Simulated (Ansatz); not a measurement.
# ZrSi3O8: the cost of one run

Method: DFT PBE, scalar-relativistic, plane waves, PAW, in Ansatz 0.2.0.

### Step 1. The system as given

Symmetry: P222, No. 16, orthorhombic system. Conventional cell: a = 4.116 Å, b = 4.500 Å, c = 7.290 Å, α = 90.00°, β = 90.00°, γ = 90.00°. Around Zr (site symmetry 222) lie 4 O at 1.63 Å and 2 Si at 2.25 Å. Si (site symmetry 222) has 4 O at 1.63 Å and 2 Zr at 2.25 Å as nearest neighbours. Si (site symmetry 222) is surrounded by 4 O at 1.63 Å. O (site symmetry 1) has 1 Zr at 1.63 Å and 1 Si at 1.63 Å as nearest neighbours. O (site symmetry 1) is surrounded by 2 Si at 1.63 Å.

Coordinates:

```cif
data_structure
_symmetry_space_group_name_H-M 'P 1'
_symmetry_Int_Tables_number 1
_cell_length_a 4.1159
_cell_length_b 4.4995
_cell_length_c 7.2899
_cell_angle_alpha 90.000
_cell_angle_beta 90.000
_cell_angle_gamma 90.000
_cell_volume 135.01
loop_
_atom_site_label
_atom_site_type_symbol
_atom_site_fract_x
_atom_site_fract_y
_atom_site_fract_z
_atom_site_occupancy
Zr1 Zr 0.00000 0.00000 0.00000 1
Si1 Si 0.00000 0.50000 0.00000 1
Si2 Si 0.50000 0.00000 0.50000 1
Si3 Si 0.50000 0.50000 0.50000 1
O1 O 0.20900 0.75000 0.89000 1
O2 O 0.70900 0.25000 0.39000 1
O3 O 0.79100 0.25000 0.89000 1
O4 O 0.29100 0.75000 0.39000 1
O5 O 0.70900 0.75000 0.61000 1
O6 O 0.20900 0.25000 0.11000 1
O7 O 0.29100 0.25000 0.61000 1
O8 O 0.79100 0.75000 0.11000 1
```

The start is an ordering of an alloy on its end members' structure types: elements ordered on the sites of the SiO2 type, Zr/Si on Si (P222, No. 16).

### Step 2. Probe: one point on a coarse mesh

Contents of input.yaml:

```yaml
crystal:
  lattice:
    - [4.11585246, 0.0, 0.0]
    - [0.0, 4.49953369, 0.0]
    - [0.0, 0.0, 7.28994209]
  atoms:
    - { symbol: Zr, position: [0.0, 0.0, 0.0] }
    - { symbol: Si, position: [0.0, 0.5, 0.0] }
    - { symbol: Si, position: [0.5, 0.0, 0.5] }
    - { symbol: Si, position: [0.5, 0.5, 0.5] }
    - { symbol: O, position: [0.20899998, 0.75, 0.88999999] }
    - { symbol: O, position: [0.70899998, 0.25, 0.38999999] }
    - { symbol: O, position: [0.79100002, 0.25, 0.88999999] }
    - { symbol: O, position: [0.29100002, 0.75, 0.38999999] }
    - { symbol: O, position: [0.70899998, 0.75, 0.61000001] }
    - { symbol: O, position: [0.20899998, 0.25, 0.11000001] }
    - { symbol: O, position: [0.29100002, 0.25, 0.61000001] }
    - { symbol: O, position: [0.79100002, 0.75, 0.11000001] }
basis:
  ecutwfc: 420
kpoints:
  mp_grid: { grid: [4, 4, 4] }
hamiltonian:
  xc: pbe
scf:
  occupations: { method: gaussian, width: 0.1 }
  lower_state_search: "off"
output:
  forces: true
  stress: true
  eigenvalues: true
```

Command:

```console
> ansatz run input.yaml --threads 1 --pin off --max-ram 2560MiB --backend cpu --events-out ev --progress --plain --runs-dir out
```

Q: Estimate wall time and peak memory on 1 thread of Arm Neoverse V2, shared host.

About 16 s, with a peak of 0.4 GiB.
